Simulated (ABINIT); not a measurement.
Here is an ABINIT 10.8.3 (patched build) calculation.

The input run.abi:

```
# Pseudopotentials
pp_dirpath "./"
pseudos "Cd.GGA_PBE-JTH.xml, Se.GGA_PBE-JTH.xml"

# Structure
acell 3*1.0
rprim
     8.1258223359     0.0000000000     0.0000000000
    -4.0629111679     7.0371685696     0.0000000000
     0.0000000000     0.0000000000    13.2658773949
ntypat 2
znucl 48 34
natom 4
typat 1 1 2 2
xred
     0.6666666667     0.3333333333     0.5000000000
     0.3333333333     0.6666666667     0.0000000000
     0.6666666667     0.3333333333     0.8850000000
     0.3333333333     0.6666666667     0.3850000000

# Plane-wave basis
ecut 17.0
pawecutdg 34.0

# k points
kptopt 1
ngkpt 9 9 5
nshiftk 1
shiftk 0.0 0.0 0.0

# Exchange and correlation
ixc 11

# Bands and occupations
nband 22
occopt 3
tsmear 0.05 eV

# SCF cycle
nstep 100
tolvrs 1.0e-9

# Output
iomode 3
prtwf 0
prtden 0
prteig 0
prtebands 0
enunit 1
```

Potentials or basis: JTH PAW PBE v2.0.

Launch:

```sh
$ abinit run.abi > log 2>&1
```

(1) Estimate the band gap on the k mesh.

(2) What does it give for the largest force?

Answers

(1) 0.69 eV, direct.

(2) 0.284 eV/Å.

**Measured values to compare with.**

A printed reference work, data compilation reports, for a bulk crystal of CdSe at 2 K: band gap 1.841 eV.

A measured gap of CdSe is 1.841 eV (2 K; a printed reference work, data compilation); the calculated 0.69 eV misses it by -1.15 eV. So large a miss can be the level of theory's own, or it may mean another phase, state or a wrong row. Spin-orbit coupling on Cd, Se is left out. The value is that of PBE, without temperature or zero-point motion. Semilocal functionals fall short of measured gaps as a rule.
